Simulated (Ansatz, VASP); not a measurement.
# As: VASP beside Ansatz

```
As
1.0
     2.72908    0.00000    0.00000
     0.00000    2.72908    0.00000
     0.00000    0.00000    2.72908
As
1
Direct
  0.00000 0.00000 0.00000
```

Alike in both runs: task relaxation of cell and atoms; functional PBE; k mesh 15 × 15 × 15; occupations fermi-dirac, width 0.05 eV; no spin polarisation.

|  | VASP | Ansatz |
| --- | --- | --- |
| version | VASP 6.6.1 | Ansatz 0.2.0 |
| potentials or method | VASP PAW PBE potentials, release 64 (As), cutoff 600 eV | all-electron LAPW, scalar-relativistic |

Ansatz gave:

- relaxed volume (Å³/atom): 20.33
- relaxed cell length with the largest relative difference (Å): 2.729

Q: Which values does VASP return?

A: Relaxed volume (Å³/atom): 20.36; relaxed cell length with the largest relative difference (Å): 2.731.

Ansatz ran all-electron here, so the differences hold the error of VASP's frozen core and of both bases.
